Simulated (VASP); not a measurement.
A run of VASP 6.6.1 is set up as follows.

INCAR

```
SYSTEM = Os
PREC = Accurate
ENCUT = 520
EDIFF = 1E-6
ISMEAR = 0
SIGMA = 0.1
LREAL = .FALSE.
LASPH = .TRUE.
NELM = 100
ALGO = Fast
ISIF = 2
LWAVE = .FALSE.
LCHARG = .TRUE.
LDIPOL = .TRUE.
IDIPOL = 3
DIPOL = 0.5 0.5 0.500
GGA = PE
LELF = .TRUE.
LVHAR = .TRUE.
LVACPOTAV = .TRUE.
NBANDS = 37
```

The input KPOINTS:

```
regular mesh
0
G
  15 15 1
  0 0 0
```

File POSCAR:

```
Os
1.0
    2.7528310569      0.0000000000      0.0000000000
   -1.3764155284      2.3840216276      0.0000000000
    0.0000000000      0.0000000000     28.0528968982
Os
7
Direct
    0.3333333333      0.6666666667      0.2698251798
    0.6666666667      0.3333333333      0.3445362743
    0.3333333333      0.6666666667      0.4219852498
    0.6666666667      0.3333333333      0.5000000020
    0.3333333333      0.6666666667      0.5780147473
    0.6666666667      0.3333333333      0.6554637274
    0.3333333333      0.6666666667      0.7301748193
```

Potentials or basis: VASP PAW PBE potentials, release 64 (Os).

Run with:

```sh
$ cat potpaw_PBE.64/Os/POTCAR > POTCAR
$ mpirun -np 1 vasp_std > vasp.out
```

**Question.** Estimate the largest force.

**Answer.** 0.015 eV/Å.

**Question.** Estimate the work function of the lower face.

**Answer.** 5.33 eV.

Forces on the atoms (eV/Å):
```
Os   0.000  0.000  0.015
Os   0.000  0.000 -0.015
Os   0.000  0.000  0.001
Os   0.000  0.000  0.000
Os   0.000  0.000 -0.001
Os   0.000  0.000  0.015
Os   0.000  0.000 -0.015
```

The run has no spin-orbit coupling, so splittings on Os are missing.
